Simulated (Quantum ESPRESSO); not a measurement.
# InSe (R3m) in Quantum ESPRESSO: a series of runs, part 2 of 2

Quantum ESPRESSO 7.5. The steps go on from the part before.

## 3. Wannier functions, PBE

pw.in reads:

```
&CONTROL
  calculation = 'scf'
  prefix = 'pwscf'
  outdir = './tmp'
  pseudo_dir = './pseudo'
  tprnfor = .true.
  tstress = .true.
  disk_io = 'low'
/
&SYSTEM
  ibrav = 0
  celldm(1) = 8
  nat = 4
  ntyp = 2
  ecutwfc = 56
  ecutrho = 448
  nbnd = 27
  occupations = 'smearing'
  smearing = 'fd'
  degauss = 0.00367493
/
&ELECTRONS
  conv_thr = 8d-10
  electron_maxstep = 120
  mixing_beta = 0.5
/
ATOMIC_SPECIES
In   114.8180 in_pbe_v1.4.uspp.F.UPF
Se    78.9710 se_pbe_v1.uspp.F.UPF
CELL_PARAMETERS alat
  0.4724315311564   0.2727584716917   1.9936610614802
 -0.4724315311564   0.2727584716917   1.9936610614802
  0.0000000000000  -0.5455169433835   1.9936610614802
ATOMIC_POSITIONS crystal
In     0.8886000000    0.8886000000    0.8886000000
In     0.0000000000    0.0000000000    0.0000000000
Se     0.1719000000    0.1719000000    0.1719000000
Se     0.3835000000    0.3835000000    0.3835000000
K_POINTS automatic
7 7 7 0 0 0
```

nscf.in reads:

```
&CONTROL
  calculation = 'nscf'
  prefix = 'pwscf'
  outdir = './tmp'
  pseudo_dir = './pseudo'
  disk_io = 'low'
/
&SYSTEM
  ibrav = 0
  celldm(1) = 8
  nat = 4
  ntyp = 2
  ecutwfc = 56
  ecutrho = 448
  nbnd = 39
  occupations = 'smearing'
  smearing = 'fd'
  degauss = 0.00367493
  nosym = .true.
  noinv = .true.
/
&ELECTRONS
  conv_thr = 1d-09
  electron_maxstep = 120
  mixing_beta = 0.5
  diago_full_acc = .true.
  startingwfc = 'random'
/
ATOMIC_SPECIES
In   114.8180 in_pbe_v1.4.uspp.F.UPF
Se    78.9710 se_pbe_v1.uspp.F.UPF
CELL_PARAMETERS alat
  0.4724315311564   0.2727584716917   1.9936610614802
 -0.4724315311564   0.2727584716917   1.9936610614802
  0.0000000000000  -0.5455169433835   1.9936610614802
ATOMIC_POSITIONS crystal
In     0.8886000000    0.8886000000    0.8886000000
In     0.0000000000    0.0000000000    0.0000000000
Se     0.1719000000    0.1719000000    0.1719000000
Se     0.3835000000    0.3835000000    0.3835000000
K_POINTS crystal
27
  0.00000000   0.00000000   0.00000000 3.70370370e-02
  0.00000000   0.00000000   0.33333333 3.70370370e-02
  0.00000000   0.00000000   0.66666667 3.70370370e-02
  0.00000000   0.33333333   0.00000000 3.70370370e-02
  0.00000000   0.33333333   0.33333333 3.70370370e-02
  0.00000000   0.33333333   0.66666667 3.70370370e-02
  0.00000000   0.66666667   0.00000000 3.70370370e-02
  0.00000000   0.66666667   0.33333333 3.70370370e-02
  0.00000000   0.66666667   0.66666667 3.70370370e-02
  0.33333333   0.00000000   0.00000000 3.70370370e-02
  0.33333333   0.00000000   0.33333333 3.70370370e-02
  0.33333333   0.00000000   0.66666667 3.70370370e-02
  0.33333333   0.33333333   0.00000000 3.70370370e-02
  0.33333333   0.33333333   0.33333333 3.70370370e-02
  0.33333333   0.33333333   0.66666667 3.70370370e-02
  0.33333333   0.66666667   0.00000000 3.70370370e-02
  0.33333333   0.66666667   0.33333333 3.70370370e-02
  0.33333333   0.66666667   0.66666667 3.70370370e-02
  0.66666667   0.00000000   0.00000000 3.70370370e-02
  0.66666667   0.00000000   0.33333333 3.70370370e-02
  0.66666667   0.00000000   0.66666667 3.70370370e-02
  0.66666667   0.33333333   0.00000000 3.70370370e-02
  0.66666667   0.33333333   0.33333333 3.70370370e-02
  0.66666667   0.33333333   0.66666667 3.70370370e-02
  0.66666667   0.66666667   0.00000000 3.70370370e-02
  0.66666667   0.66666667   0.33333333 3.70370370e-02
  0.66666667   0.66666667   0.66666667 3.70370370e-02
```

pw2wan.in reads:

```
&INPUTPP
  prefix = 'pwscf'
  outdir = './tmp'
  seedname = 'w'
  write_mmn = .true.
  write_amn = .true.
/
```

bands.in reads:

```
&CONTROL
  calculation = 'bands'
  prefix = 'pwscf'
  outdir = './tmp'
  pseudo_dir = './pseudo'
  disk_io = 'low'
/
&SYSTEM
  ibrav = 0
  celldm(1) = 8
  nat = 4
  ntyp = 2
  ecutwfc = 56
  ecutrho = 448
  nbnd = 39
  occupations = 'smearing'
  smearing = 'fd'
  degauss = 0.00367493
/
&ELECTRONS
  conv_thr = 1d-08
  electron_maxstep = 120
  mixing_beta = 0.5
  diago_full_acc = .true.
  startingwfc = 'random'
/
ATOMIC_SPECIES
In   114.8180 in_pbe_v1.4.uspp.F.UPF
Se    78.9710 se_pbe_v1.uspp.F.UPF
CELL_PARAMETERS alat
  0.4724315311564   0.2727584716917   1.9936610614802
 -0.4724315311564   0.2727584716917   1.9936610614802
  0.0000000000000  -0.5455169433835   1.9936610614802
ATOMIC_POSITIONS crystal
In     0.8886000000    0.8886000000    0.8886000000
In     0.0000000000    0.0000000000    0.0000000000
Se     0.1719000000    0.1719000000    0.1719000000
Se     0.3835000000    0.3835000000    0.3835000000
K_POINTS crystal
60
  0.00000000   0.00000000   0.00000000 1
  0.05555600   0.00000000   0.00000000 1
  0.11111100   0.00000000   0.00000000 1
  0.16666700   0.00000000   0.00000000 1
  0.22222200   0.00000000   0.00000000 1
  0.27777800   0.00000000   0.00000000 1
  0.33333300   0.00000000   0.00000000 1
  0.38888900   0.00000000   0.00000000 1
  0.44444400   0.00000000   0.00000000 1
  0.50000000   0.00000000   0.00000000 1
  0.50000000   0.02985800  -0.02985800 1
  0.50000000   0.05971500  -0.05971500 1
  0.50000000   0.08957300  -0.08957300 1
  0.50000000   0.11943000  -0.11943000 1
  0.50000000   0.14928800  -0.14928800 1
  0.50000000   0.17914500  -0.17914500 1
  0.82085500   0.50000000   0.17914500 1
  0.78876900   0.50000000   0.21123100 1
  0.75668400   0.50000000   0.24331600 1
  0.72459800   0.50000000   0.27540200 1
  0.69251300   0.50000000   0.30748700 1
  0.66042700   0.50000000   0.33957300 1
  0.62834200   0.50000000   0.37165800 1
  0.59625600   0.50000000   0.40374400 1
  0.56417100   0.50000000   0.43582900 1
  0.53208500   0.50000000   0.46791500 1
  0.50000000   0.50000000   0.50000000 1
  0.37500000   0.37500000   0.37500000 1
  0.25000000   0.25000000   0.25000000 1
  0.12500000   0.12500000   0.12500000 1
  0.00000000   0.00000000   0.00000000 1
  0.03395700   0.00000000  -0.03395700 1
  0.06791500   0.00000000  -0.06791500 1
  0.10187200   0.00000000  -0.10187200 1
  0.13582900   0.00000000  -0.13582900 1
  0.16978600   0.00000000  -0.16978600 1
  0.20374400   0.00000000  -0.20374400 1
  0.23770100   0.00000000  -0.23770100 1
  0.27165800   0.00000000  -0.27165800 1
  0.30561500   0.00000000  -0.30561500 1
  0.33957300   0.00000000  -0.33957300 1
  0.66042700   0.33957300   0.00000000 1
  0.62834200   0.37165800   0.00000000 1
  0.59625600   0.40374400   0.00000000 1
  0.56417100   0.43582900   0.00000000 1
  0.53208500   0.46791500   0.00000000 1
  0.50000000   0.50000000   0.00000000 1
  0.66042700   0.66042700   0.17914500 1
  0.64260200   0.64260200   0.21479600 1
  0.62477700   0.62477700   0.25044600 1
  0.60695200   0.60695200   0.28609700 1
  0.58912600   0.58912600   0.32174700 1
  0.57130100   0.57130100   0.35739800 1
  0.55347600   0.55347600   0.39304800 1
  0.53565100   0.53565100   0.42869900 1
  0.51782500   0.51782500   0.46434900 1
  0.50000000   0.50000000   0.50000000 1
  0.50000000   0.00000000   0.00000000 1
  0.66042700   0.16978600   0.16978600 1
  0.82085500   0.33957300   0.33957300 1
```

w.win reads:

```
num_wann = 26
num_bands = 39
guiding_centres = true
dis_froz_max = 7.89
dis_num_iter = 600
dis_mix_ratio = 0.5
dis_conv_tol = 1.0d-9
num_iter = 1200
conv_tol = 1.0d-8
conv_window = 4
num_print_cycles = 200
fermi_energy = 6.515
bands_plot = true
write_hr = true
mp_grid = 3 3 3
begin projections
In: s;p;d
Se: s;p
end projections
begin unit_cell_cart
ang
  2.0000000000   1.1547005384   8.4400000000
 -2.0000000000   1.1547005384   8.4400000000
  0.0000000000  -2.3094010768   8.4400000000
end unit_cell_cart
begin atoms_frac
In   0.8886000000   0.8886000000   0.8886000000
In   0.0000000000   0.0000000000   0.0000000000
Se   0.1719000000   0.1719000000   0.1719000000
Se   0.3835000000   0.3835000000   0.3835000000
end atoms_frac
begin kpoint_path
G   0.0000000000   0.0000000000   0.0000000000  L   0.5000000000   0.0000000000   0.0000000000
L   0.5000000000   0.0000000000   0.0000000000  B1   0.5000000000   0.1791451724  -0.1791451724
B   0.8208548276   0.5000000000   0.1791451724  Z   0.5000000000   0.5000000000   0.5000000000
Z   0.5000000000   0.5000000000   0.5000000000  G   0.0000000000   0.0000000000   0.0000000000
G   0.0000000000   0.0000000000   0.0000000000  X   0.3395725862   0.0000000000  -0.3395725862
Q   0.6604274138   0.3395725862   0.0000000000  F   0.5000000000   0.5000000000   0.0000000000
F   0.5000000000   0.5000000000   0.0000000000  P1   0.6604274138   0.6604274138   0.1791451724
P1   0.6604274138   0.6604274138   0.1791451724  Z   0.5000000000   0.5000000000   0.5000000000
L   0.5000000000   0.0000000000   0.0000000000  P   0.8208548276   0.3395725862   0.3395725862
end kpoint_path
bands_num_points = 9
begin kpoints
  0.00000000   0.00000000   0.00000000
  0.00000000   0.00000000   0.33333333
  0.00000000   0.00000000   0.66666667
  0.00000000   0.33333333   0.00000000
  0.00000000   0.33333333   0.33333333
  0.00000000   0.33333333   0.66666667
  0.00000000   0.66666667   0.00000000
  0.00000000   0.66666667   0.33333333
  0.00000000   0.66666667   0.66666667
  0.33333333   0.00000000   0.00000000
  0.33333333   0.00000000   0.33333333
  0.33333333   0.00000000   0.66666667
  0.33333333   0.33333333   0.00000000
  0.33333333   0.33333333   0.33333333
  0.33333333   0.33333333   0.66666667
  0.33333333   0.66666667   0.00000000
  0.33333333   0.66666667   0.33333333
  0.33333333   0.66666667   0.66666667
  0.66666667   0.00000000   0.00000000
  0.66666667   0.00000000   0.33333333
  0.66666667   0.00000000   0.66666667
  0.66666667   0.33333333   0.00000000
  0.66666667   0.33333333   0.33333333
  0.66666667   0.33333333   0.66666667
  0.66666667   0.66666667   0.00000000
  0.66666667   0.66666667   0.33333333
  0.66666667   0.66666667   0.66666667
end kpoints
```

Potentials or basis: GBRV 1.5 PBE.

On the command line:

```console
$ OMP_NUM_THREADS=1 pw.x -in pw.in > pw.out
$ OMP_NUM_THREADS=1 pw.x -in nscf.in > nscf.out
$ wannier90.x -pp w
$ OMP_NUM_THREADS=1 pw2wannier90.x -in pw2wan.in > pw2wan.out
$ wannier90.x w
$ OMP_NUM_THREADS=1 pw.x -in bands.in > bands.out
```

pw.out:

```text
This program is part of the open-source Quantum ESPRESSO suite
     for quantum simulation of materials; please cite
[... 9 lines left out ...]
     --------------------
     sticks:   dense  smooth     PW     G-vecs:    dense   smooth      PW
     Sum        4345    2163    655               126551    44601    7591

     Using Slab Decomposition

     bravais-lattice index     =            0
     lattice parameter (alat)  =       8.0000  a.u.
     unit-cell volume          =     789.2047 (a.u.)^3
     number of atoms/cell      =            4
     number of atomic types    =            2
     number of electrons       =        38.00
     number of Kohn-Sham states=           27
     kinetic-energy cutoff     =      56.0000  Ry
     charge density cutoff     =     448.0000  Ry
     scf convergence threshold =      8.0E-10
     mixing beta               =       0.5000
     number of iterations used =            8  plain     mixing
     Exchange-correlation= SLA  PW   PBE  PBE
                           (   1   4   3   4   0   0   0)

     celldm(1)=   8.000000  celldm(2)=   0.000000  celldm(3)=   0.000000
[... 493 lines left out ...]
     4.6787   4.9638   6.1414   7.7897   9.1578  10.0355  10.7935  11.0961
    12.3538  12.3937  13.6499

     the Fermi energy is     6.5528 ev

!    total energy              =    -354.31258007 Ry
     estimated scf accuracy    <          1.9E-10 Ry
     smearing contrib. (-TS)   =      -0.00000089 Ry
     internal energy E=F+TS    =    -354.31257918 Ry

     The total energy is F=E-TS. E is the sum of the following terms:
     one-electron contribution =    -138.23904740 Ry
     hartree contribution      =      93.74064922 Ry
     xc contribution           =    -135.03586474 Ry
     ewald contribution        =    -174.77831626 Ry

     convergence has been achieved in  11 iterations

     Forces acting on atoms (cartesian axes, Ry/au):

     atom    1 type  1   force =    -0.00000000    0.00000000    0.01432432
     atom    2 type  1   force =    -0.00000000    0.00000000   -0.01372431
     atom    3 type  2   force =    -0.00000000   -0.00000000   -0.00995859
     atom    4 type  2   force =    -0.00000000   -0.00000000    0.00935858

     Total force =     0.024089     Total SCF correction =     0.000098

     Computing stress (Cartesian axis) and pressure

          total   stress  (Ry/bohr**3)                   (kbar)     P=       26.00
   0.00020418   0.00000000   0.00000000           30.04        0.00        0.00
  -0.00000000   0.00020418   0.00000000           -0.00       30.04        0.00
  -0.00000000   0.00000000   0.00012190           -0.00        0.00       17.93

=------------------------------------------------------------------------------=
   JOB DONE.
=------------------------------------------------------------------------------=
```

It took 55 min on 1 thread of Arm Neoverse V1, shared host; peak memory 0.64 GiB.

What came out:

```
Free energy                   : -4820.6682 eV
Pressure                      : 2.6 GPa
Largest force                 : 0.368 eV/Å
Band gap along the path       : 0.42 eV, direct
Total Wannier spread          : 28.61 Å² over 26 functions
RMS miss of the Wannier bands : 0.052 eV
```

Forces on the atoms (eV/Å):
```
In   0.000  0.000  0.368
In   0.000  0.000 -0.353
Se   0.000  0.000 -0.256
Se   0.000  0.000  0.241
```

Stress tensor (GPa, compression positive):
```
3.00 0.00 0.00
0.00 3.00 0.00
0.00 0.00 1.79
```

Levels at the corners of the path, in eV from the valence-band top:
```tsv
point	band 16	band 17	band 18	band 19	band 20	band 21	band 22	band 23
Γ	-1.31	-1.31	-1.21	-1.21	1.68	2.09	4.39	4.39
L	-2.38	-2.34	-2.24	-1.67	1.22	1.96	3.64	3.99
B1	-3.67	-2.53	-2.24	-1.74	1.75	2.44	3.39	4.40
B	-3.67	-2.53	-2.24	-1.74	1.75	2.44	3.39	4.40
Z	-1.38	-1.14	-1.14	0.00	0.42	2.15	4.31	4.31
Γ	-1.31	-1.31	-1.21	-1.21	1.68	2.09	4.39	4.39
X	-3.69	-2.56	-2.22	-1.72	1.80	2.35	3.41	4.37
Q	-3.69	-2.56	-2.22	-1.72	1.80	2.35	3.41	4.37
F	-2.66	-2.50	-2.06	-1.50	1.18	1.98	3.30	3.62
P1	-2.58	-2.47	-2.08	-1.63	1.41	1.81	3.37	3.78
Z	-1.38	-1.14	-1.14	0.00	0.42	2.15	4.31	4.31
L	-2.38	-2.34	-2.24	-1.67	1.22	1.96	3.64	3.99
P	-2.58	-2.47	-2.08	-1.63	1.41	1.81	3.37	3.78
```

Wannier functions:
```csv
function,nearest atom,distance (Å),spread (Å²),on-site energy from the reference level (eV)
1,1 In,0.87,1.77,0.36
2,1 In,0.89,1.71,0.72
3,1 In,0.87,1.76,0.36
4,1 In,0.87,1.78,0.40
5,1 In,0.08,0.58,-13.45
6,1 In,0.05,0.50,-14.19
7,1 In,0.05,0.50,-14.24
8,1 In,0.07,0.55,-13.82
9,1 In,0.06,0.54,-13.93
10,2 In,0.88,1.79,0.42
11,2 In,0.93,1.72,0.91
12,2 In,0.88,1.78,0.41
13,2 In,0.88,1.79,0.46
14,2 In,0.08,0.57,-13.46
15,2 In,0.05,0.49,-14.27
16,2 In,0.04,0.49,-14.30
17,2 In,0.07,0.55,-13.84
18,2 In,0.06,0.54,-13.92
19,3 Se,0.48,1.23,-4.68
20,3 Se,0.61,1.13,-3.38
21,3 Se,0.61,1.13,-3.38
22,3 Se,0.61,1.13,-3.38
23,4 Se,0.47,1.24,-4.59
24,4 Se,0.60,1.12,-3.40
25,4 Se,0.60,1.12,-3.39
26,4 Se,0.60,1.12,-3.39
```

Parts of the spread (Å²): invariant 23.87, diagonal 0.048, off-diagonal 4.69, total 28.61. Against the direct bands the interpolation misses by 52 meV (root mean square) and 238 meV at most, for states up to 1 eV over the reference level.

Caveat: spin-orbit coupling is left out, which moves the levels of the heavy elements; the Wannier minimisation didn't converge.

## 4. How close it comes

Step 3. Measured gap of InSe: 1.25 eV (300 K; “The Interaction of Hydrogen with the van der Waals Crystal γ-InSe”, 2020, pmc:7321205). This calculation gives 0.42 eV (-0.83 eV). Spin-orbit coupling on In, Se is left out. The value is that of PBE, without temperature or zero-point motion. Semilocal functionals fall short of measured gaps as a rule.
